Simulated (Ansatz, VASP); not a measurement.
**One calculation of CdS, two programs**

```
CELL_PARAMETERS angstrom
4.19630 0.00000 0.00000
-2.09815 3.63410 0.00000
0.00000 0.00000 6.83042
ATOMIC_POSITIONS crystal
Cd 0.33333 0.66667 0.96319
Cd 0.66667 0.33333 0.46319
S 0.33333 0.66667 0.41381
S 0.66667 0.33333 0.91381
```

Change from the starting cell: polar distortion scaled by 0.40.

Alike in both runs: task single point; functional PBE; k mesh 9 × 9 × 4; no spin polarisation.

```csv
,VASP,Ansatz
version,VASP 6.6.1,Ansatz 0.2.0
potentials or method,"VASP PAW PBE potentials, release 64 (Cd, S)","scalar-relativistic, plane waves, PAW"
plane-wave cutoff (eV),520,420
occupations,"gaussian, width 0.01 eV",fixed
valence electrons in the cell,36,52
```

Ansatz gave:

- gap on the k mesh at the Fermi level (eV): 1.33
- least direct gap on the mesh (eV): 1.33
- pressure (GPa): 2.5
- largest component of the traceless stress (GPa): 4.47
- rms of the force components (eV/Å): 0.302

What did VASP give for the same quantities?

gap on the k mesh at the Fermi level (eV): 1.34; least direct gap on the mesh (eV): 1.34; pressure (GPa): 2.8; largest component of the traceless stress (GPa): 4.73; rms of the force components (eV/Å): 0.312.

Atom by atom the forces differ by 0.009 eV/Å (rms over components). The two sets of potentials don't hold the same shells in valence.
